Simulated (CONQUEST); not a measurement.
**Pt under changes of volume**

One of the cells (15.904 Å³/atom); the others are scaled copies at fixed shape and fractional positions:

```
Pt
1.0
     3.16844    0.00000    0.00000
     0.00000    3.16844    0.00000
     0.00000    0.00000    3.16844
Pt
2
Direct
  0.00000 0.00000 0.00000
  0.50000 0.50000 0.50000
```

This isn't the form of Pt at room conditions, which is fcc.

| Property | Result |
| --- | --- |
| Program | CONQUEST 1.3 |
| Functional | PBE |
| Potentials or basis | PseudoDojo NC PBE, DZP, grid of 32 × 32 × 32 points |
| k mesh | 8 × 8 × 8 |
| Occupations | fermi-dirac, width 0.05 eV |
| Spin | no spin polarisation |

```csv
volume (Å³/atom),energy over the lowest point (meV/atom),pressure (GPa)
14.950,?,?
15.268,26.02,12.4
15.586,7.54,6.5
15.904,0.00,1.4
16.222,2.15,-3.3
16.540,13.12,-7.5
16.858,31.94,-11.2
```

Problem. What does the run at 14.950 Å³/atom give?

Solution. Energy over the lowest point 57.39 meV/atom; pressure 19.5 GPa.

Worked out: A Birch-Murnaghan fit of order 3 (a polynomial in V^(-2/3)) to the other rows has its minimum at 15.99 Å³/atom with B0 = V·E''(V) = 240 GPa and B' = 4.4. It gives 56.61 meV/atom at 14.950 Å³/atom, against the run's 57.39, and -dE/dV = 18.7 GPa, against 19.5.

Energies are extrapolated to zero smearing.

Caveats: the basis of atomic orbitals isn't converged, which shifts pressures, moduli and gaps.
